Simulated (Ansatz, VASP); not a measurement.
## Cross-check of GaP between VASP and Ansatz

Aim: how closely do two programs agree when they are given the same cell, functional and k mesh? The cell is taken from a series of runs on this material, whose earlier steps may have relaxed, scaled, displaced or heated it; both programs get it as it stands.

Calculated with Ansatz 0.2.0; plane waves, with VASP 6.6.1 beside it; single point at LDA.

## Step 1: The starting structure

The structure is orthorhombic, space group Imm2 (No. 44). Conventional cell: a = 3.816 Å, b = 3.873 Å, c = 5.396 Å, α = 90.00°, β = 90.00°, γ = 90.00°. Nearest to Ga lie 4 P at 2.34 to 2.35 Å. Nearest to P lie 4 Ga at 2.34 to 2.35 Å. Farther neighbours are not listed.

Coordinates:

```
Ga P
1.0
    -1.90777   -2.69800    1.93662
     1.90777   -2.69800    1.93662
     0.00000    0.00000    3.87324
Ga P
1 1
Direct
  0.99898 0.99898 0.00102
  0.75102 0.75102 0.74898
```

## Step 2: VASP: single point, LDA, pair 1

With cell and atoms fixed, the geometry can't cause a difference; cores, projectors, grids and the points listed under the comparison can.

Lines of VASP's logs that name or quote its potential files are left out, and so is its time.

File INCAR:

```
SYSTEM = GaP
PREC = Accurate
ENCUT = 500
EDIFF = 1E-06
NELM = 120
ISMEAR = -1
SIGMA = 0.02
LREAL = .FALSE.
ALGO = Normal
GGA = PW92
NBANDS = 15
LORBIT = 11
LWAVE = .FALSE.
LCHARG = .FALSE.
ISIF = 2
LASPH = .TRUE.
GGA_COMPAT = .FALSE.
EFERMI = MIDGAP
```

File POSCAR:

```
GaP
1.0
   -1.9077723324     -2.6979974982      1.9366203446
    1.9077723324     -2.6979974982      1.9366203446
    0.0000000000      0.0000000036      3.8732406841
Ga P
1 1
Direct
    0.9989794775      0.9989794775      0.0010205225
    0.7510205225      0.7510205225      0.7489794775
```

File KPOINTS:

```
Automatic mesh
0
Gamma
6 6 6
0 0 0
```

PAW data sets: Ga_d and P (LDA family, release 64).

Started as:

```console
$ mpirun -np 1 vasp_std
```

Numbers of over 12 decimals in the logs are rounded to 6 here.

The log of the run:

```text
[banner, memory and clock lines left out]
running    1 mpi-ranks, on    1 nodes
 distrk:  each k-point on    1 cores,    1 groups
 distr:  one band on    1 cores,    1 groups

 POSCAR found type information on POSCAR GaP
 POSCAR found :  2 types and       2 ions
|                                                                             |
|               ----> ADVICE to this user running VASP <----                  |
|                                                                             |
|     You enforced a specific xc type in the INCAR file but a different       |
|     [... a line on the potential file left out ...]
|     I HOPE YOU KNOW WHAT YOU ARE DOING!                                     |
|                                                                             |

 LDA part: xc-table for (Slater(with rela. corr.)+PW92), standard interpolation
 POSCAR, INCAR and KPOINTS ok, starting setup
 FFT: planning ... GRIDC
 FFT: planning ... GRID_SOFT
 FFT: planning ... GRID
 WAVECAR not read
 entering main loop
       N       E                     dE             d eps       ncg     rms          rms(c)
DAV:   1     0.809211486945E+02    0.80921E+02   -0.89000E+03  1388   0.167E+03
DAV:   2    -0.425870852024E+01   -0.85180E+02   -0.81581E+02  1562   0.323E+02
DAV:   3    -0.106528058696E+02   -0.63941E+01   -0.63721E+01  1730   0.705E+01
DAV:   4    -0.107553196191E+02   -0.10251E+00   -0.10248E+00  1698   0.969E+00
DAV:   5    -0.107575415939E+02   -0.22220E-02   -0.22218E-02  1789   0.129E+00    0.439E+00
DAV:   6    -0.104799608922E+02    0.27758E+00   -0.38595E-01  2161   0.111E+01    0.282E+00
DAV:   7    -0.104303163173E+02    0.49645E-01   -0.93407E-02  1791   0.220E+00    0.106E+00
DAV:   8    -0.104255822637E+02    0.47341E-02   -0.12400E-02  1830   0.129E+00    0.198E-01
DAV:   9    -0.104255491108E+02    0.33153E-04   -0.10502E-03  2036   0.440E-01    0.648E-02
DAV:  10    -0.104255481055E+02    0.10054E-05   -0.51921E-05  2146   0.848E-02    0.260E-02
DAV:  11    -0.104255545543E+02   -0.64488E-05   -0.88089E-06  1767   0.450E-02    0.748E-03
DAV:  12    -0.104255543295E+02    0.22476E-06   -0.53645E-07  1187   0.823E-03
   1 F= -.10425554E+02 E0= -.10425554E+02  d E =-.654860E-16
```

Parts of OUTCAR (step 2):

```text
ion  position               nearest neighbor table
   1  0.999  0.999  0.001-   2 2.34   2 2.34   2 2.35   2 2.35
   2  0.751  0.751  0.749-   1 2.34   1 2.34   1 2.35   1 2.35

  LATTYP: Found a body centered orthorhombic cell.
 ALAT       =     3.8155446648
 B/A-ratio  =     1.0151213062
 C/A-ratio  =     1.4142135590

 Subroutine GETGRP returns: Found  4 space group operations
 (whereof  4 operations were pure point group operations)

The static configuration has the point symmetry C_2v.

 Found     46 irreducible k-points:

   k-points           NKPTS =     46   k-points in BZ     NKDIM =     46   number of bands    NBANDS=     15

   dimension x,y,z NGX =    28 NGY =   28 NGZ =   28
   dimension x,y,z NGXF=    56 NGYF=   56 NGZF=   56

   ENCUT  =  500.0 eV  36.75 Ry    6.06 a.u.   6.98  6.98  7.06*2*pi/ulx,y,z

   NELECT =      18.0000    total number of electrons

 k-points in reciprocal lattice and weights: Automatic mesh
   0.00000000  0.00000000  0.00000000       0.005
   0.16666667 -0.00000000  0.00000000       0.019
   0.33333333 -0.00000000  0.00000000       0.019
   0.50000000  0.00000000  0.00000000       0.009
   0.16666667  0.16666667  0.00000000       0.009
   0.33333333  0.16666667  0.00000000       0.019
   0.50000000  0.16666667  0.00000000       0.019
  -0.33333333  0.16666667  0.00000000       0.019
  -0.16666667  0.16666667  0.00000000       0.009
[...]
-0.33333333  0.16666667  0.50000000       0.019
  -0.16666667  0.16666667  0.50000000       0.019

 average (electrostatic) potential at core
       1 -66.4360       2 -84.4712

 E-fermi :   5.3792

 k-point     1 :       0.0000    0.0000    0.0000
  band No.  band energies     occupation
    ...
      5      -9.9701      2.00000
      6      -7.9518      2.00000
      7       4.6034      2.00000
      8       4.6997      2.00000
      9       4.7174      2.00000
     10       6.4223      0.00000
     11       8.3778      0.00000
     12       8.4588      0.00000
     13       8.5547      0.00000
     14      13.2319      0.00000
    ...

 k-point     2 :       0.1667   -0.0000    0.0000
  band No.  band energies     occupation
    ...
      5      -9.9701      2.00000
      6      -7.5841      2.00000
      7       2.2739      2.00000
      8       4.2088      2.00000
      9       4.3125      2.00000
     10       6.9410      0.00000
     11       8.9534      0.00000
     12       9.0583      0.00000
     13       9.6716      0.00000
     14      13.5154      0.00000
    ...

 k-point     3 :       0.3333   -0.0000    0.0000
  band No.  band energies     occupation
    ...
      5      -9.9663      2.00000
      6      -6.5972      2.00000
      7      -0.6194      2.00000
      8       3.6499      2.00000
      9       3.7552      2.00000
     10       6.3877      0.00000
     11       9.3217      0.00000
     12       9.4304      0.00000
     13      12.1734      0.00000
     14      14.1428      0.00000
    ...

  Total       -0.1595777     -0.2748241     -0.6734460      0.0000000     -0.0000000     -0.0000000
  in kB       -6.4122450    -11.0431448    -27.0608102      0.0000000     -0.0000000     -0.0000000
  external PRESSURE =     -14.8387333 kB  Pullay stress =       0.0000000 kB

  energy-cutoff  :      500.00
  volume of cell :       39.87
      direct lattice vectors                 reciprocal lattice vectors
    -1.907772332 -2.697997498  1.936620345    -0.262085780 -0.185322633  0.000000000
     1.907772332 -2.697997498  1.936620345     0.262085780 -0.185322633  0.000000000
     0.000000000  0.000000004  3.873240684     0.000000000  0.185322633  0.258181735

 POSITION                                       TOTAL-FORCE (eV/Angst)
 -----------------------------------------------------------------------------------
      0.00000     -5.39049      3.87324         0.000000     -0.001214      0.000000
      0.00000     -4.05250      5.80986         0.000000      0.001214     -0.000000
 -----------------------------------------------------------------------------------
    total drift:                               -0.000000     -0.000385     -0.000001

  FREE ENERGIE OF THE ION-ELECTRON SYSTEM (eV)
  ---------------------------------------------------
  free  energy   TOTEN  =       -10.4255543295 eV

  energy  without entropy=      -10.4255543295  energy(sigma->0) =      -10.42555433

 total charge
# of ion       s       p       d       tot
------------------------------------------
    1        0.874   0.877  10.014  11.765
    2        1.022   1.527   0.000   2.549
--------------------------------------------------
tot          1.896   2.404  10.014  14.314

[... 3 further parts left out ...]
```

The run ends at a pressure of -1.48 GPa, with forces up to 0.0012 eV/Å.

## Step 3: Ansatz: single point, LDA, pair 1

Ansatz runs on its default PAW (the set named soft_2) files.

The same cell, functional (in two slightly different forms), mesh and smearing now go to Ansatz, which takes its cutoff from its data sets.

File input.yaml:

```yaml
crystal:
  lattice:
    - [-1.9077723324, -2.6979974982, 1.9366203446]
    - [1.9077723324, -2.6979974982, 1.9366203446]
    - [0.0, 3.6e-09, 3.8732406841]
  atoms:
    - { symbol: Ga, position: [-0.0010205225, -0.0010205225, 0.0010205225] }
    - { symbol: P, position: [0.7510205225, 0.7510205225, 0.7489794775] }
kpoints:
  mp_grid: { grid: [6, 6, 6] }
  band_path:
    path:
      - [[0.0, 0.0, 0.0], [-0.5, -0.5, 0.0], [-0.625, -0.375, 0.0]]
      - [[-0.375, 0.375, 0.0], [0.0, 0.0, 0.0], [-0.37881657, -0.37881657, -0.75763315]]
      - [[-0.62118343, -0.62118343, -0.24236685], [-0.5, -0.5, 0.0]]
      - [[0.0, 0.0, 0.0], [-0.5, 0.0, 0.0], [-0.75, -0.25, -0.5], [-0.5, -0.5, -0.5], [0.0, 0.0, 0.0], [-0.5, 0.0, -0.5], [-0.75, -0.25, -0.5]]
    npoints: 10
hamiltonian:
  xc: lda
scf:
  occupations: { method: fermi_dirac, width: 0.02 }
  n_extra_bands: 30
output:
  eigenvalues: true
  forces: true
  stress: true
  fatbands: true
```

Started as:

```console
$ ansatz run input.yaml --threads 8 --pin off --max-ram 18432MiB --backend cpu --events-out ev --progress --plain --runs-dir out
```

The log of the run:

```text
scf.n_extra_bands = 30 over 9 filled bands (N_el = 18.0): the run solves 39 bands
Engine: ansatz 0.2.0, x86_64-unknown-linux-gnu
Pseudopotentials: kind: paw
Pseudopotential: Ga, paw, valence charge 13, recommended cutoff 420 eV (normal), Ga.paw.azcp
Pseudopotential: P, paw, valence charge 5, recommended cutoff 420 eV (normal), P.paw.azcp
Functional definition: SPW92
  exchange = slater_x
  correlation = pw_c
Crystal: 2 atoms, lattice volume = 39.872 Å³
Basis set: ecut = 420 eV, 757 PW (Γ)
Bands: 39, of which v1, the nominal top of the filled ones, is band 9 counted from 1 (8 counted from 0)
Symmetry: 4 space group operations
Space group: Imm2 (ITA 44), of the structure as read, at distance tolerance 3.4e-5 Å
k-points: 46 of 216 (time reversal used)
Non-local potential: Ga, projectors of the file, l = 0: 2, l = 1: 2, l = 2: 3, l = 3: 1
Non-local potential: P, projectors of the file, l = 0: 2, l = 1: 2, l = 2: 2
PAW form: soft (Blöchl's): semilocal exchange-correlation on the pseudo side does not see the compensation charge
PAW frozen core: Ga, regenerated for the run's functional, and the local potential with it (the file was generated under x = pbe(κ = 0.804, μ = 0.219515), c = pbe(β = 0.066725))
PAW frozen core: P, regenerated for the run's functional, and the local potential with it (the file was generated under x = pbe(κ = 0.804, μ = 0.219515), c = pbe(β = 0.066725))
PAW one-centre angular grid: Ga, 590 points (default); XC on 64 Gauss nodes
PAW one-centre angular grid: P, 110 points (default); XC on 64 Gauss nodes
Initial density: superposition of atomic densities (neutral atoms: chi_scale 0, normalization atom), corrected by the library's trained network
Initial wavefunctions: pseudopotential atomic-orbital guess
Functional: x = slater, c = lda
SCF iter   1: F=—  HF=-4433.749246 eV  |F-HF|=—  |Δ(HF+E_count)|=         —  Δρ=5.95e-3  dr2=1.47e-2  ethr=1.77e-3  ⟨swp⟩=6.3  Hψ=9816  notcnv=0  defer=303
preconditioner: auto → none  [insulator: Δε(μ)=1.270 eV  Ē_g=33.437 eV  σ=0.020 eV  W_gap=1.00  n_scr=14 (ndim 8)  ℏωp=24.9 eV  f_vac=0.011  D(μ)=0.00/eV (n_scr^D=0)  ε∞_Penn≈1.6]
SCF iter   2: F=—  HF=-4433.745017 eV  |F-HF|=—  |Δ(HF+E_count)|=   4.23e-3  Δρ=3.18e-3  dr2=1.74e-3  ethr=8.16e-5  ⟨swp⟩=2.0  Hψ=2399  notcnv=0  defer=1102
SCF iter   3: F=—  HF=-4433.744465 eV  |F-HF|=—  |Δ(HF+E_count)|=   5.52e-4  Δρ=9.52e-4  dr2=2.84e-4  ethr=9.68e-6  ⟨swp⟩=2.0  Hψ=1340  notcnv=0  defer=1120
SCF iter   4: F=—  HF=-4433.744342 eV  |F-HF|=—  |Δ(HF+E_count)|=   1.23e-4  Δρ=3.64e-4  dr2=2.43e-5  ethr=1.58e-6  ⟨swp⟩=2.1  Hψ=1204  notcnv=0  defer=1120
SCF iter   5: F=—  HF=-4433.744342 eV  |F-HF|=—  |Δ(HF+E_count)|=   1.33e-8  Δρ=1.76e-5  dr2=1.07e-7  ethr=1.35e-7  ⟨swp⟩=1.4  Hψ=699  notcnv=0  defer=1120
SCF iter   6: F=-4433.744342 eV  HF=-4433.744342 eV  |F-HF|=5.80e-9  |Δ(HF+E_count)|=   2.11e-8  Δρ=5.47e-6  dr2=8.42e-9  ethr=5.56e-10  ⟨swp⟩=11.7  Hψ=11878  notcnv=0
SCF 1 converged in 6 iterations: F = -4433.744342 eV  dr2 = 8.42e-9
  greatest PAW one-centre occupation: 0.994 electrons in one spin orbital (limit 2), on the Ga atom at site 0 (counted from 0), in its partial waves of l = 2
NSCF: frozen V_eff on 114 k-points
SCF converged after 6 iterations
Free energy (F): -4433.744342 eV
Harris-Foulkes:  -4433.744342 eV  (|F-HF|=5.80e-9)
Internal energy: -4433.744342 eV  (E = F + TS)
E sigma→0 (E₀):  -4433.744342 eV
Fermi energy:    7.748279 eV
--- Per-component energies (eV) ---
  E_band       = -61.605298
  E_kinetic    = 187.178805
  E_local      = -2195.851705  (includes V_loc(G=0)·N_el)
  E_nonlocal   = 462.062582
  E_hartree    = 1013.615250
  E_xc         = -130.351293
  E_vxc        = -119.958352  (∫ρ·V_xc dr)
  E_paw        = -2452.949627  (= ΣΔE_a)
  E_vpaw       = -422.265493  (= ΣTr[D̂ρ^β])
  E_aug_tail   = -0.000120  (compensation charges beyond the density's cutoff)
  E_ewald      = -1319.294067
  E_core_change = 1.845831  (= ΣΔE_core)
  E_smearing   = -0.000000  (= −TS)
  E_closure    = 0.000000  (closes the sum)
  Σ components = -4433.744342   (vs F -4433.744342, Δ=0.00e0)
--- Forces (eV/Å), atoms counted from 1 ---
  atom   1  Ga     0.00000000    -0.00111363     0.00000000
  atom   2  P      0.00000000     0.00111610    -0.00000000
  max |Σ_I F_I| component: 2.47e-6 eV/Å
--- Stress (GPa, compression-positive) ---
       -0.665947      -0.000000       0.000000
       -0.000000      -1.127985      -0.000000
        0.000000      -0.000000      -2.727188
  P = ⅓ Tr σ = -1.5070 GPa (-15.070 kbar)
--- Band table (eV; the first three rows and the last of 46) ---
  k-point 0: bands = [... 5 lower, -5.5951, 6.9705, 7.0667, 7.0840, 8.7625, 10.7369, 10.8177, 10.9136, ... 26 higher]
  k-point 1: bands = [... 5 lower, -5.2366, 4.5376, 6.6666, 6.6959, 9.4023, 11.3379, 11.4546, 11.9372, ... 26 higher]
  k-point 2: bands = [... 5 lower, -4.2780, 1.6745, 6.1380, 6.1398, 8.8843, 11.7731, 11.7960, 14.4979, ... 26 higher]
  k-point 45: bands = [... 5 lower, -2.5001, 0.1488, 4.1516, 4.3341, 8.4059, 8.7142, 17.5396, 17.6090, ... 26 higher]
```

## Step 4: Differences

Known differences besides the potentials themselves: the cutoff is 420 eV in Ansatz and 500 eV in VASP; VASP's log shows a relativistic correction to its local exchange, Ansatz's none. Total energies have different zeros and are not compared.

Compared:

| quantity | Ansatz | VASP | difference |
| --- | --- | --- | --- |
| pressure (GPa) | -1.51 | -1.48 | -0.02 |
| gap on the k mesh (eV) | 1.322 | 1.323 | -0.002 |

A gap on the mesh is an upper bound, since the band edges may lie between its points.

## Step 5: VASP: single point, LDA, pair 2

A single point gives forces, pressure and levels at one fixed geometry, so differences don't come from the geometry; what else differs is listed under the comparison. The cell compared in this pair holds 41.11 Å³, against 39.87 Å³ for the pair before.

INCAR is that of step 2.

File POSCAR:

```
GaP
1.0
   -1.9463131876     -2.7525024983      1.9185568531
    1.9463131876     -2.7525024983      1.9185568531
    0.0000000000      0.0000000035      3.8371137013
Ga P
1 1
Direct
    0.0008605731      0.0008605731      0.9991394269
    0.7491394269      0.7491394269      0.7508605731
```

KPOINTS is that of step 2.

Started as:

```console
$ mpirun -np 1 vasp_std
```

The log of the run:

```text
[banner, memory and clock lines left out]
running    1 mpi-ranks, on    1 nodes
[...]
[... a notice as in an earlier step ...]

 LDA part: xc-table for (Slater(with rela. corr.)+PW92), standard interpolation
 POSCAR, INCAR and KPOINTS ok, starting setup
[...]
entering main loop
       N       E                     dE             d eps       ncg     rms          rms(c)
DAV:   1     0.798741393970E+02    0.79874E+02   -0.89441E+03  1420   0.170E+03
DAV:   2    -0.445737419364E+01   -0.84332E+02   -0.80691E+02  1590   0.316E+02
DAV:   3    -0.106165774466E+02   -0.61592E+01   -0.61389E+01  1660   0.683E+01
DAV:   4    -0.107214280284E+02   -0.10485E+00   -0.10482E+00  1799   0.979E+00
[...]
DAV:  10    -0.104051047084E+02   -0.22647E-05   -0.48386E-05  2008   0.750E-02    0.280E-02
DAV:  11    -0.104051113099E+02   -0.66015E-05   -0.84687E-06  1770   0.454E-02    0.667E-03
DAV:  12    -0.104051111116E+02    0.19835E-06   -0.51632E-07  1173   0.780E-03
   1 F= -.10405111E+02 E0= -.10405111E+02  d E =-.719204E-16
```

Parts of OUTCAR (step 5):

```text
  Total       -1.1904192     -1.0923865     -0.6984518      0.0000000      0.0000000      0.0000000
  in kB      -46.3911781    -42.5707965    -27.2189846      0.0000000      0.0000000      0.0000000
  external PRESSURE =     -38.7269864 kB  Pullay stress =       0.0000000 kB

 POSITION                                       TOTAL-FORCE (eV/Angst)
 -----------------------------------------------------------------------------------
      0.00000     -0.00474      3.83711         0.000000      0.001053     -0.000000
      0.00000     -4.12402      5.75567         0.000000     -0.001053      0.000000
 -----------------------------------------------------------------------------------
    total drift:                                0.000000     -0.000063     -0.000001

  FREE ENERGIE OF THE ION-ELECTRON SYSTEM (eV)
  ---------------------------------------------------
  free  energy   TOTEN  =       -10.4051111116 eV

  energy  without entropy=      -10.4051111116  energy(sigma->0) =      -10.40511111

[... 1 part as in an earlier step ...]

[... 2 further parts left out ...]
[key lines of the parts left out:]
E-fermi :   5.0884
```

The run ends at a pressure of -3.87 GPa, with forces up to 0.0011 eV/Å.

## Step 6: Ansatz: single point, LDA, pair 2

The same cell, functional (in two slightly different forms), mesh and smearing now go to Ansatz, which takes its cutoff from its data sets.

The cell is taken from a series of runs on this material, whose earlier steps may have relaxed, scaled, displaced or heated it; both programs get it as it stands.

File input.yaml:

```yaml
crystal:
  lattice:
    - [-1.9463131876, -2.7525024983, 1.9185568531]
    - [1.9463131876, -2.7525024983, 1.9185568531]
    - [0.0, 3.5e-09, 3.8371137013]
  atoms:
    - { symbol: Ga, position: [0.0008605731, 0.0008605731, -0.0008605731] }
    - { symbol: P, position: [0.7491394269, 0.7491394269, 0.7508605731] }
kpoints:
  mp_grid: { grid: [6, 6, 6] }
  band_path:
    path:
      - [[0.0, 0.0, 0.0], [0.5, 0.5, 0.0], [0.3713147, 0.3713147, -0.2573706]]
      - [[-0.3713147, -0.3713147, -0.7426294], [0.0, 0.0, 0.0], [-0.375, 0.375, 0.0]]
      - [[0.375, 0.625, 0.0], [0.5, 0.5, 0.0]]
      - [[0.0, 0.0, 0.0], [0.0, 0.0, -0.5], [-0.25, 0.25, -0.5], [0.0, 0.5, 0.0], [0.0, 0.0, 0.0], [-0.5, 0.0, -0.5], [-0.25, 0.25, -0.5]]
    npoints: 10
hamiltonian:
  xc: lda
scf:
  occupations: { method: fermi_dirac, width: 0.02 }
  n_extra_bands: 30
output:
  eigenvalues: true
  forces: true
  stress: true
  fatbands: true
```

Started as:

```console
$ ansatz run input.yaml --threads 8 --pin off --max-ram 18432MiB --backend cpu --events-out ev --progress --plain --runs-dir out
```

The log of the run:

```text
[...]
Crystal: 2 atoms, lattice volume = 41.113 Å³
Basis set: ecut = 420 eV, 845 PW (Γ)
Bands: 39, of which v1, the nominal top of the filled ones, is band 9 counted from 1 (8 counted from 0)
Symmetry: 4 space group operations
[...]
k-points: 46 of 216 (time reversal used)
[...]
k-point 0: bands = [... 5 lower, -5.7515, 6.6174, 6.6248, 6.7194, 8.1256, 10.3493, 10.4580, 10.5197, ... 26 higher]
  k-point 1: bands = [... 5 lower, -5.3981, 4.2630, 6.2507, 6.2721, 8.7779, 10.9115, 11.0028, 11.5363, ... 26 higher]
  k-point 2: bands = [... 5 lower, -4.4531, 1.4597, 5.7195, 5.7274, 8.2648, 11.3275, 11.3471, 13.9923, ... 26 higher]
  k-point 45: bands = [... 5 lower, -2.8420, -0.1594, 3.9467, 4.1149, 8.1533, 8.4423, 16.9362, 16.9931, ... 26 higher]
[key lines of the parts left out:]
SCF converged after 6 iterations
Free energy (F): -4433.723335 eV
Fermi energy:    7.369688 eV
P = ⅓ Tr σ = -3.8913 GPa (-38.913 kbar)
```

For the gap on the k-mesh, step 4 gave 1.32; this run, with cell volume +3.1 %, gives 1.31.

(Continued in part 2 of 2.)

[Lines on the potential files, build, host, timing and source positions are cut from VASP's logs without a mark.]

[Logs are printed without paths, hosts, clocks, repeated set-up lines and the standing remarks that a program may print on its own settings, such as how far it seeks lower states.]

[Hosts, paths, dates, database ids (printed as entryN), source tags and the programs' standing remarks are cut or masked in the printed files.]
